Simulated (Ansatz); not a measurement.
The structure comes from a relaxation in the same program, started in the wurtzite type, and has space group P6_3mc. Whether it is a known phase or the ground state wasn't checked.

An input for NbAs and the output that it gave: DFT, PBE, all-electron LAPW, scalar-relativistic (Ansatz 0.2.0).

```yaml
crystal:
  lattice:
    - [3.3999760739, 0.0, 0.0]
    - [-1.699988037, 2.9444656523, 0.0]
    - [0.0, 0.0, 8.3619386756]
  atoms:
    - { symbol: Nb, position: [0.3333333333, 0.6666666667, 0.0366264394] }
    - { symbol: Nb, position: [0.6666666667, 0.3333333333, 0.5366264394] }
    - { symbol: As, position: [0.3333333333, 0.6666666667, 0.3393735606] }
    - { symbol: As, position: [0.6666666667, 0.3333333333, 0.8393735606] }
kpoints:
  mp_grid: { grid: [9, 9, 5] }
  band_path:
    path:
      - [0.0, 0.0, 0.0]
      - [0.5, 0.0, 0.0]
      - [0.3333333333, 0.3333333333, 0.0]
      - [0.0, 0.0, 0.0]
      - [0.0, 0.0, 0.5]
      - [0.5, 0.0, 0.5]
      - [0.3333333333, 0.3333333333, 0.5]
      - [0.0, 0.0, 0.5]
      - [0.5, 0.0, 0.5]
    npoints: 8
scf:
  occupations: { method: fermi_dirac, width: 0.08 }
hamiltonian:
  xc: pbe
  pseudopotentials: { kind: all_electron, lapw: { basis_error: 0.001 } }
output:
  forces: true
  stress: true
  eigenvalues: true
  populations: true
  dos: { projected: true, de: 0.2, e_range: [-14, 8] }
```

Output:

```
Nb: projections on atomic orbitals take those of the free atom 1s2 2s2 2p6 3s2 3p6 3d10 4s2 4p6 4d4 5s1, of charge +0.00 (hamiltonian.pseudopotentials.projection_atoms)
As: projections on atomic orbitals take those of the free atom 1s2 2s2 2p6 3s2 3p6 3d10 4s2 4p3, of charge +0.00 (hamiltonian.pseudopotentials.projection_atoms)
LAPW: plane waves up to 8.616 Å⁻¹, error target 1.0e-3 eV per atom; small_component_spin mean_spin; As in spheres of 1.266 Å, 23 of its electrons in bands, Dirac shells []; Nb in spheres of 1.266 Å, 31 of its electrons in bands, Dirac shells []
Engine: ansatz 0.2.0
Pseudopotentials: kind: all_electron
Pseudopotential: Nb, LAPW, valence charge 31, Koelling and Harmon's equation, gaussian nucleus
Pseudopotential: As, LAPW, valence charge 23, Koelling and Harmon's equation, gaussian nucleus
Functional definition: PBE
  parameter kappa = 0.804
  parameter beta = 0.06672455060314922
  exchange = pbe_x(kappa = kappa, mu = beta*pi^2/3)
  correlation = pbe_c(beta = beta)
Crystal: 4 atoms, lattice volume = 83.712 Å³
Basis set: ecut = 282.86826329563985 eV, 911 PW (Γ), exchange–correlation at level 2
Bands: 65, of which v1, the nominal top of the filled ones, is band 54 counted from 1 (53 counted from 0)
Symmetry: 12 space group operations
Space group: P63mc (ITA 186), of the structure as read, at distance tolerance 4.4e-5 Å
k-points: 36 of 405 (time reversal used)
Non-local potential: Nb, projectors of the file, none
Non-local potential: As, projectors of the file, none
Initial density: superposition of atomic densities (chi_scale 0.1, normalization cell, long waves kept (reshape's long-wave potential 0.00 eV rms))
Initial wavefunctions: plane waves of lowest kinetic energy (no species holds an atomic orbital)
Functional: x = pbe(κ = 0.804, μ = 0.2195149727645171), c = pbe(β = 0.06672455060314922)
iter 1 solved again at ethr=5.89e-3 eV; its pass at ethr=1.00e-1 eV (dr2=6.36e0 eV) is discarded
SCF iter   1: F=—  HF=-330940.972807 eV  |F-HF|=—  |Δ(HF+E_count)|=         —  Δρ=6.30e-2  dr2=6.36e0  ethr=5.89e-3  ⟨swp⟩=2.0  Hψ=14271  notcnv=0
preconditioner: auto → LDOS  [metal: Δε(μ)=0.114 eV  Ē_g=8.412 eV  σ=0.080 eV  W_gap=0.31  n_scr=36 (ndim 8)  ℏωp=18.2 eV  f_vac=0.013  D(μ)=1.85/eV (n_scr^D=4)  β→1.0]
SCF iter   2: F=—  HF=-330939.959421 eV  |F-HF|=—  |Δ(HF+E_count)|=    1.01e0  Δρ=4.15e-2  dr2=3.98e0  ethr=5.89e-3  ⟨swp⟩=3.0  Hψ=6978  notcnv=0
iter 3 solved again at ethr=1.50e-4 eV; its pass at ethr=3.69e-3 eV (dr2=1.62e-1 eV) is discarded
SCF iter   3: F=—  HF=-330938.997560 eV  |F-HF|=—  |Δ(HF+E_count)|=   9.62e-1  Δρ=1.06e-2  dr2=1.62e-1  ethr=1.50e-4  ⟨swp⟩=2.0  Hψ=11675  notcnv=0
SCF iter   4: F=—  HF=-330938.963762 eV  |F-HF|=—  |Δ(HF+E_count)|=         —  Δρ=1.64e-3  dr2=2.49e-3  ethr=1.50e-4  ⟨swp⟩=2.0  Hψ=6993  notcnv=0
the basis was enlarged: its passes take 573.6 KiB over the memory plan, 1 of 1 planned eigensolver slots
SCF iter   5: F=—  HF=-330938.959210 eV  |F-HF|=—  |Δ(HF+E_count)|=   4.55e-3  Δρ=5.20e-4  dr2=3.32e-4  ethr=2.31e-6  ⟨swp⟩=2.9  Hψ=6907  notcnv=0
SCF iter   6: F=—  HF=-330938.959042 eV  |F-HF|=—  |Δ(HF+E_count)|=   1.68e-4  Δρ=2.00e-4  dr2=4.36e-5  ethr=3.07e-7  ⟨swp⟩=3.0  Hψ=6904  notcnv=0
SCF iter   7: F=—  HF=-330938.959055 eV  |F-HF|=—  |Δ(HF+E_count)|=   1.28e-5  Δρ=4.85e-5  dr2=1.93e-6  ethr=4.04e-8  ⟨swp⟩=3.0  Hψ=7118  notcnv=0
SCF iter   8: F=—  HF=-330938.959055 eV  |F-HF|=—  |Δ(HF+E_count)|=   7.50e-7  Δρ=1.40e-5  dr2=1.82e-7  ethr=1.79e-9  ⟨swp⟩=3.0  Hψ=7117  notcnv=0
SCF iter   9: F=-330938.959055 eV  HF=-330938.959055 eV  |F-HF|=3.55e-9  |Δ(HF+E_count)|=   4.58e-8  Δρ=3.90e-6  dr2=1.46e-8  ethr=1.69e-10  ⟨swp⟩=3.0  Hψ=7072  notcnv=0
SCF 1 converged in 9 iterations: F = -330938.959055 eV  dr2 = 1.46e-8
NSCF: frozen V_eff on 65 k-points
SCF converged after 9 iterations
Free energy (F): -330938.959055 eV
Harris-Foulkes:  -330938.959055 eV  (|F-HF|=3.55e-9)
Internal energy: -330938.902821 eV  (E = F + TS)
E sigma→0 (E₀):  -330938.930938 eV
Entropy (-TS):   -0.056234 eV (-14.059 meV/atom)
Fermi energy:    13.972537 eV
--- Per-component energies (eV) ---
  E_band       = -11854.042957
  E_kinetic    = 340873.158969
  E_xc         = -11043.847029
  E_electrostatic = -660768.214761  (all electrons and nuclei)
  E_smearing   = -0.056234  (= −TS)
  E_closure    = 0.000000  (closes the sum)
  E_atoms      = -330909.614073  (free atoms, spherical and without spin; not in F)
  Σ components = -330938.959055   (vs F -330938.959055, Δ=0.00e0)
  Basis errors (estimates in eV, not in F): energy 4.1e-4 per atom: plane waves 3.6e-4 (2.1e-4 summed), levels above the bands 9.3e-42, relativity 2.5e-8, radial functions 4.5e-5, core shells 1.9e-10; eigenvalues (radial functions only) 9.4e-7; not estimated: angular momenta, meshes, grids; target (lapw.basis_error) 1.0e-3; muffin-tin radii As 1.266 Å, Nb 1.266 Å
--- Forces (eV/Å), atoms counted from 1 ---
  atom   1  Nb    -0.00000000    -0.00000000    -0.00060321
  atom   2  Nb     0.00000000     0.00000000    -0.00060321
  atom   3  As    -0.00000000    -0.00000000     0.00062314
  atom   4  As    -0.00000000     0.00000000     0.00062314
  max |Σ_I F_I| component: 3.99e-5 eV/Å
--- Stress (GPa, compression-positive) ---
       -0.031038       0.000000      -0.000000
        0.000000      -0.031038      -0.000000
       -0.000000      -0.000000      -0.001009
  P = ⅓ Tr σ = -0.0210 GPa (-0.210 kbar)
--- Band table (eV; the first three rows and the last of 36) ---
  k-point 0: bands = ["-421.4286", "-421.4286", "-329.3148", "-329.3148", "-329.3148", "-329.3148", "-329.3024", "-329.3024", "-178.9024", "-178.9024", "-178.9024", "-178.9024", "-178.8822", "-178.8822", "-178.8813", "-178.8813", "-178.8813", "-178.8813", "-170.6367", "-170.6367", "-114.0345", "-114.0345", "-114.0345", "-114.0345", "-113.9619", "-113.9619", "-40.9314", "-40.9305", "-21.0955", "-21.0955", "-21.0950", "-21.0950", "-21.0473", "-21.0473", "-21.0453", "-21.0453", "-21.0429", "-21.0410", "-17.1060", "-17.0671", "-16.8673", "-16.8673", "-16.8617", "-16.8617", "1.8805", "2.7216", "8.6277", "10.0495", "12.8723", "12.8723", "13.1006", "13.2231", "13.2231", "13.9537", "14.6363", "14.6363", "15.2144", "15.2144", "17.7037", "17.7037", "19.5808", "19.5808", "19.6530", "20.8167", "21.6015"]
  k-point 1: bands = ["-421.4286", "-421.4286", "-329.3148", "-329.3148", "-329.3148", "-329.3148", "-329.3024", "-329.3024", "-178.9024", "-178.9024", "-178.9024", "-178.9024", "-178.8822", "-178.8822", "-178.8813", "-178.8813", "-178.8813", "-178.8813", "-170.6367", "-170.6367", "-114.0345", "-114.0345", "-114.0345", "-114.0345", "-113.9619", "-113.9619", "-40.9313", "-40.9306", "-21.0955", "-21.0955", "-21.0951", "-21.0951", "-21.0471", "-21.0471", "-21.0455", "-21.0455", "-21.0427", "-21.0412", "-17.1023", "-17.0709", "-16.8668", "-16.8668", "-16.8622", "-16.8622", "1.9495", "2.6267", "8.7763", "9.9221", "12.9023", "12.9023", "13.1792", "13.1856", "13.1856", "13.8771", "14.6801", "14.6801", "15.1413", "15.1413", "17.8756", "17.8756", "19.3746", "19.3746", "19.5497", "20.4733", "21.9057"]
  k-point 2: bands = ["-421.4286", "-421.4286", "-329.3148", "-329.3148", "-329.3148", "-329.3148", "-329.3024", "-329.3024", "-178.9024", "-178.9024", "-178.9024", "-178.9024", "-178.8822", "-178.8822", "-178.8813", "-178.8813", "-178.8813", "-178.8813", "-170.6367", "-170.6367", "-114.0345", "-114.0345", "-114.0345", "-114.0345", "-113.9619", "-113.9619", "-40.9311", "-40.9308", "-21.0953", "-21.0953", "-21.0952", "-21.0952", "-21.0466", "-21.0466", "-21.0460", "-21.0460", "-21.0423", "-21.0417", "-17.0926", "-17.0806", "-16.8654", "-16.8654", "-16.8636", "-16.8636", "2.1394", "2.3961", "9.1484", "9.5835", "12.9841", "12.9841", "13.0919", "13.0919", "13.3920", "13.6631", "14.8028", "14.8028", "14.9753", "14.9753", "18.3179", "18.3179", "18.8794", "18.8794", "19.5694", "19.9214", "22.3891"]
  k-point 35: bands = ["-421.4286", "-421.4286", "-329.3148", "-329.3148", "-329.3148", "-329.3148", "-329.3024", "-329.3024", "-178.9024", "-178.9024", "-178.9024", "-178.9024", "-178.8822", "-178.8822", "-178.8813", "-178.8813", "-178.8813", "-178.8813", "-170.6367", "-170.6367", "-114.0345", "-114.0345", "-114.0345", "-114.0345", "-113.9619", "-113.9619", "-40.9021", "-40.9021", "-21.0922", "-21.0922", "-21.0880", "-21.0879", "-21.0531", "-21.0519", "-21.0501", "-21.0501", "-21.0355", "-21.0355", "-17.0735", "-17.0735", "-17.0465", "-17.0433", "-17.0185", "-17.0185", "4.0836", "4.0836", "9.9540", "10.1713", "10.3331", "10.3331", "11.7227", "11.7227", "13.5647", "13.5735", "14.0695", "14.0695", "16.2443", "16.6837", "16.6837", "17.0314", "18.7162", "18.7162", "21.1022", "21.2054", "21.2054"]
--- Löwdin populations: 4 sites ---
  site symbol       q [e]
     0     Nb     40.8521
     1     Nb     40.8521
     2     As     33.0495
     3     As     33.0495
  spilling = 0.001330 (of n_electrons = 148.000000)
```
